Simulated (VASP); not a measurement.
Write the native input for VASP 6.6.1 that does the following.

* Task: relaxation of cell and atoms
* Functional: PBEsol
* Potentials or basis: VASP PAW PBE potentials, release 64 (W_sv)
* Cutoff: 600 eV
* k mesh: 11 × 11 × 11
* Occupations: fermi-dirac, width 0.05 eV
* Spin: no spin polarisation
* Further INCAR settings: ALGO = Normal; EDIFF = 1e-07; IBRION = 2; EDIFFG = -0.01; NSW = 60; ISIF = 3

The structure of W lies in POSCAR:

```
W
1.0
    0.0000000000      2.0300000000      2.0300000000
    2.0300000000      0.0000000000      2.0300000000
    2.0300000000      2.0300000000      0.0000000000
W
1
Direct
    0.0000000000      0.0000000000      0.0000000000
```

This isn't the form of W at room conditions, which is bcc.

These files were run (other wordings do the same):

INCAR

```
SYSTEM = W
  ALGO = Normal
  EDIFF = 1E-7
  EDIFFG = -0.01
  ENCUT = 600
  GGA = PS
  IBRION = 2
  ISIF = 3
  ISMEAR = -1
  LASPH = .True.
  LCHARG = .False.
  LREAL = .False.
  LWAVE = .False.
  NELM = 100
  NSW = 60
  PREC = Accurate
  SIGMA = 0.05
```

KPOINTS

```
k-points
0
Gamma
  11 11 11
  0 0 0
```

Potentials or basis: VASP PAW PBE potentials, release 64 (W_sv).

Launch:

```sh
$ cat potpaw_PBE.64/W_sv/POTCAR > POTCAR
$ mpirun -np 1 vasp_std > vasp.out
```

It gave:

```yaml
Relaxed_volume: 16.03 Å³/atom
Relaxed_cell: a = 2.830 Å, b = 2.830 Å, c = 2.830 Å, α = 60.00°, β = 60.00°, γ = 60.00°
Space_group_after_relaxing_to_0.05_Å: Fm-3m (No. 225)
Energy_gained_by_relaxing: 27.9 meV/atom
Ionic_steps: 7
Pressure_after_relaxing: 0.0 GPa
Band_gap_on_the_k_mesh: none (metal or under the smearing width)
```

Caveat: the PAW data sets were made with another functional, which shifts forces and pressure a little.

It took 23 s on 1 thread of Intel(R) Xeon(R) Platinum 8488C (Sapphire Rapids) (shared host), peak memory 0.15 GiB.
